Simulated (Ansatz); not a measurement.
Li2O with two functionals

Base system: Li2O in the anti-fluorite structure (space group Fm-3m, No. 225; a = 4.6261 Å).

(Cell as relaxed with PBE.)

Levels (all Ansatz, a first-principles code, PAW): PBE (420 eV, scalar-relativistic without spin-orbit coupling); r2SCAN (500 eV, no spin-orbit coupling).

Each level relaxes its own structure.

```json
[
 {"quantity": "volume per atom", "PBE": "8.25 Å³", "r2SCAN": "7.97 Å³"},
 {"quantity": "lattice parameter a", "PBE": "4.626 Å", "r2SCAN": "4.573 Å"},
 {"quantity": "band gap", "PBE": "4.98 eV", "r2SCAN": "5.77 eV"},
 {"quantity": "gap character", "PBE": "indirect, Γ → X", "r2SCAN": "indirect, Γ → X"},
 {"quantity": "electron mass", "PBE": "0.85 mₑ along k, 0.44 mₑ across", "r2SCAN": "0.81 mₑ along k, 0.43 mₑ across"},
 {"quantity": "hole mass (degenerate bands, along [100])", "PBE": "0.92, 1.8, 1.8 mₑ", "r2SCAN": "0.96, 1.8, 1.8 mₑ"}
]
```

PBE's volume per atom lies 0.28 Å³ above r2SCAN's (3.5 %); PBE's lattice parameter a lies 0.053 Å above r2SCAN's (1.2 %); PBE's band gap lies 0.784 eV below r2SCAN's; the two agree on the gap character. Neither level is exact; r2SCAN is the comparison here, not a measurement.

Effective masses come from finite differences of ±0.01 Å⁻¹. Along k means along the line from Γ to the band edge. Stability against distortions was not tested.
